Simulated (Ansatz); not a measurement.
**SnO2: a hydrostatic pressure series**

A pressure series on SnO2 (-3 to 30 GPa): equation of state, axes and gap.

Method: DFT LDA, scalar-relativistic, plane waves, PAW, in Ansatz 0.2.0.

3 further runs of the same task are left out: 3 set aside as unsound or not needed.

## (1) Starting point

The structure is tetragonal, space group P4_2/mnm (No. 136). The conventional cell has a = 4.722 Å, b = 4.722 Å, c = 3.190 Å, α = 90.00°, β = 90.00°, γ = 90.00°. Around Sn (site symmetry mmm) lie 6 O at 2.04 to 2.05 Å. O (site symmetry m2m) has 3 Sn at 2.04 to 2.05 Å in its first shell of neighbours.

As a file:

```cif
data_structure
_symmetry_space_group_name_H-M 'P 1'
_symmetry_Int_Tables_number 1
_cell_length_a 5.6991
_cell_length_b 5.6991
_cell_length_c 5.6991
_cell_angle_alpha 111.914
_cell_angle_beta 108.264
_cell_angle_gamma 108.264
_cell_volume 142.30
loop_
_atom_site_label
_atom_site_type_symbol
_atom_site_fract_x
_atom_site_fract_y
_atom_site_fract_z
_atom_site_occupancy
Sn1 Sn 0.99994 0.24994 0.75000 1
Sn2 Sn 0.00006 0.75006 0.25000 1
Sn3 Sn 0.50000 0.50000 0.50000 1
Sn4 Sn 0.50000 0.00000 0.00000 1
O1 O 0.19393 0.19398 0.50004 1
O2 O 0.69399 0.75006 0.94393 1
O3 O 0.19393 0.69389 0.99996 1
O4 O 0.30613 0.75006 0.55607 1
O5 O 0.69387 0.24994 0.44393 1
O6 O 0.30601 0.24994 0.05607 1
O7 O 0.80607 0.30611 0.00004 1
O8 O 0.80607 0.80602 0.49996 1
```

It goes back to an entry of the Materials Project, which need not be the stable form.

This cell was relaxed beforehand with the same method: volume 11.86 Å³/atom, gap on the mesh 1.16 eV.

## (2) Relaxing at -3 GPa

Contents of input.yaml:

```yaml
crystal:
  lattice:
    - [-3.2206144955, 3.3708208104, 3.3708211614]
    - [3.2206144955, -3.3708208104, 3.3708211614]
    - [3.2206144955, 3.3708208104, -3.3708211614]
  atoms:
    - { symbol: Sn, position: [0.999941505, 0.249941505, 0.75] }
    - { symbol: Sn, position: [5.8495e-05, 0.750058495, 0.25] }
    - { symbol: Sn, position: [0.5, 0.5, 0.5] }
    - { symbol: Sn, position: [0.5, 0.0, 0.0] }
    - { symbol: O, position: [0.1939319174, 0.1939750957, 0.5000431783] }
    - { symbol: O, position: [0.6939902419, 0.7500585499, 0.943931692] }
    - { symbol: O, position: [0.1939319174, 0.6938887391, 0.9999568217] }
    - { symbol: O, position: [0.306126858, 0.7500585499, 0.556068308] }
    - { symbol: O, position: [0.693873142, 0.2499414501, 0.443931692] }
    - { symbol: O, position: [0.3060097581, 0.2499414501, 0.056068308] }
    - { symbol: O, position: [0.8060680826, 0.3061112609, 4.31783e-05] }
    - { symbol: O, position: [0.8060680826, 0.8060249043, 0.4999568217] }
basis:
  ecutwfc: 420
kpoints:
  mp_grid: { grid: [6, 6, 6] }
hamiltonian:
  xc: lda
scf:
  occupations: { method: gaussian, width: 0.02 }
output:
  forces: true
  stress: true
  eigenvalues: true
  write_density: true
  write_potential: true
  elf: true
  volumetric_format: npy
relax:
  adjacent_minimum: "off"
  f_tol: 0.008
  max_steps: 50
  cell: { stress_tol: 0.08, p_target: -3.0 }
```

Launch:

```sh
ansatz run input.yaml --threads 2 --pin off --max-ram 5120MiB --backend cpu --events-out ev --progress --plain --runs-dir out
```

Further runs follow: seeking the band edges at -3 GPa; target pressure 3 GPa; the gap over the whole zone at 3 GPa; relaxing at 8 GPa; the gap over the whole zone at 8 GPa; target pressure 15 GPa; the gap over the whole zone at 15 GPa; target pressure 30 GPa; band edges over the zone at 30 GPa.

Before running it: what results should come out? Wanted: bulk modulus B0; B0'.

**Answer**, as computed:

```
                                     quantity                        value
                             volume at 30 GPa  10.61 Å³/atom, V/V0 = 0.895
bulk modulus B0 (third-order Birch-Murnaghan)                      205 GPa
                                          B0'                          4.9
                          gap at 0 and 30 GPa             1.16 eV; 2.49 eV
```

Up to 30 GPa the volume falls by 10.5 %. A third-order Birch-Murnaghan curve fits the points with B0 = 205 GPa. The gap goes from 1.16 eV at zero pressure to 2.49 eV at 30 GPa. The symmetry of the start is kept, so a transition to another structure would not show.

Spin-orbit coupling is left out, though the cell holds Sn; it can move the gap.
